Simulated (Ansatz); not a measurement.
## Bi: from a trial structure to a relaxed crystal

These are results of Ansatz 0.2.0, DFT PBE, scalar-relativistic, plane waves, PAW, not measurements.

The start is a random cell of Bi without symmetry, drawn with lower limits on the distances.

The final relaxation ran on this input, with the default PAW datasets:

```yaml
crystal:
  lattice:
    - [4.9220130249, 0.0, 0.0]
    - [0.0, 4.5761980768, 0.0]
    - [-2.4089441686, 0.0, 6.3449602878]
  atoms:
    - { symbol: Bi, position: [0.3142453798, 0.9095329556, 0.5389965667] }
    - { symbol: Bi, position: [0.1477532473, 0.397843573, 0.9220811739] }
    - { symbol: Bi, position: [0.6857546202, 0.4095329556, 0.4610034333] }
    - { symbol: Bi, position: [0.8522467527, 0.897843573, 0.0779188261] }
basis:
  ecutwfc: 420
kpoints:
  mp_grid: { grid: [10, 10, 8] }
hamiltonian:
  xc: pbe
scf:
  occupations: { method: gaussian, width: 0.1 }
output:
  forces: true
  stress: true
  eigenvalues: true
relax:
  adjacent_minimum: "off"
  f_tol: 0.01
  max_steps: 80
  cell: { stress_tol: 0.05 }
```

It can be run as:

```bash
ansatz run input.yaml --threads 4 --pin off --backend cpu --events-out ev --progress --plain --runs-dir out  # memory cap (--max-ram) not shown
```

End of the output:

```
SCF converged after 7 iterations
Free energy (F): -49586.005521 eV
Harris-Foulkes:  -49586.005521 eV  (|F-HF|=4.37e-11)
Internal energy: -49585.997815 eV  (E = F + TS)
E sigma→0 (E₀):  -49586.001668 eV
Entropy (-TS):   -0.007706 eV (-1.926 meV/atom)
Fermi energy:    9.228295 eV
--- Per-component energies (eV) ---
  E_band       = -461.349093
  E_kinetic    = 1207.772438
  E_local      = -6312.944556  (includes V_loc(G=0)·N_el)
  E_nonlocal   = 2237.863805
  E_hartree    = 2062.702990
  E_xc         = -603.518032
  E_vxc        = -574.885557  (∫ρ·V_xc dr)
  E_paw        = -42652.908073  (= ΣΔE_a)
  E_vpaw       = -1144.559444  (= ΣTr[D̂ρ^β])
  E_aug_tail   = -0.001753  (compensation charges beyond the density's cutoff)
  E_ewald      = -5524.964633
  E_smearing   = -0.007706  (= −TS)
  E_closure    =  0.000000  (closes the sum)
  Σ components = -49586.005521   (vs F -49586.005521, Δ=0.00e0)
--- Forces (eV/Å), atoms counted from 1 ---
  atom   1  Bi    -0.00215158     0.00034373     0.00184527
  atom   2  Bi     0.00193031    -0.00034373     0.00283288
  atom   3  Bi     0.00215158     0.00034373    -0.00184527
  atom   4  Bi    -0.00193031    -0.00034373    -0.00283288
  max |Σ_I F_I| component: 7.44e-9 eV/Å
--- Stress (GPa, compression-positive) ---
       -0.009436       0.000000       0.006938
        0.000000      -0.002864       0.000000
        0.006938       0.000000      -0.017467
  P = ⅓ Tr σ = -0.0099 GPa (-0.099 kbar)
--- Relaxed structure (12 steps of the walk, 10 accepted, 1 SCFs on fresh bases) ---
  F+E_penalty+E_count = -49586.00552073 eV   max|allowed force component| = 2.833e-3 eV/Å   (the final SCF, on the basis selected at the relaxed cell)
  cell:  # Å, volume = 145.6009 Å³
    - [5.190822, 0.000000, 0.087734]
    - [0.000000, 4.490410, 0.000000]
    - [-2.427407, 0.000000, 6.205547]
  atoms:
    - { symbol: Bi, position: [0.321488, 0.903441, 0.544036] }
    - { symbol: Bi, position: [0.134547, 0.403936, 0.909773] }
    - { symbol: Bi, position: [0.678512, 0.403441, 0.455964] }
    - { symbol: Bi, position: [0.865453, 0.903936, 0.090227] }
```

Absolute energies hang on the potentials; compare differences alone.

The result has space group P2_1/m (No. 11). Around Bi on Wyckoff site e (2 atoms of the primitive cell) lie 3 Bi at 3.09–3.12 Å; Bi on Wyckoff site e (2 atoms of the primitive cell) is coordinated by 3 Bi at 3.10–3.12 Å.

It lies 0.05 eV/atom above the element's standard state at the same level.

For metals, differences of a few meV/atom aren't resolved. Spin–orbit coupling is left out.

Symmetry constrained the relaxation, so the result can be a saddle point.